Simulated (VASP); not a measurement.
A convergence study with VASP on NaBr (rock salt): one setting is varied, all else stays as given below, so the limit is that of these other settings.

```yaml
crystal:
  lattice:
    - [0.00000, 2.98500, 2.98500]
    - [2.98500, 0.00000, 2.98500]
    - [2.98500, 2.98500, 0.00000]
  atoms:
    - { symbol: Na, position: [0.00000, 0.00000, 0.00000] }
    - { symbol: Br, position: [0.50000, 0.50000, 0.50000] }
```

Method: PBE GGA, VASP's PBE PAW potentials (set 64) (plane waves; VASP 6.6.1). The tightest run used: 550 eV cut-off, 17×17×17 Γ-centred mesh, Gaussian smearing of 0.050 eV, potentials Na_pv Br.

```tsv
setting	E (eV/atom)	pressure (GPa)	irreducible k-points
1×1×1 mesh	-0.4845	24.28	1
2×2×2 mesh	-2.8889	2.95	3
3×3×3 mesh	-3.0436	0.97	4
```

These are the cheaper rows. Estimate the results at 17×17×17 mesh, and how far the last row shown lies from them.

```csv
quantity,tightest run,last row shown is off by
E (eV/atom),-3.0583,0.0147
pressure (GPa),0.70,0.27
```

Left out are rungs that failed or repeat a setting and relaxations that didn't move; long series are thinned to 24 rows.

The compound is NaBr in the rock salt structure. The cell was not relaxed at this level.
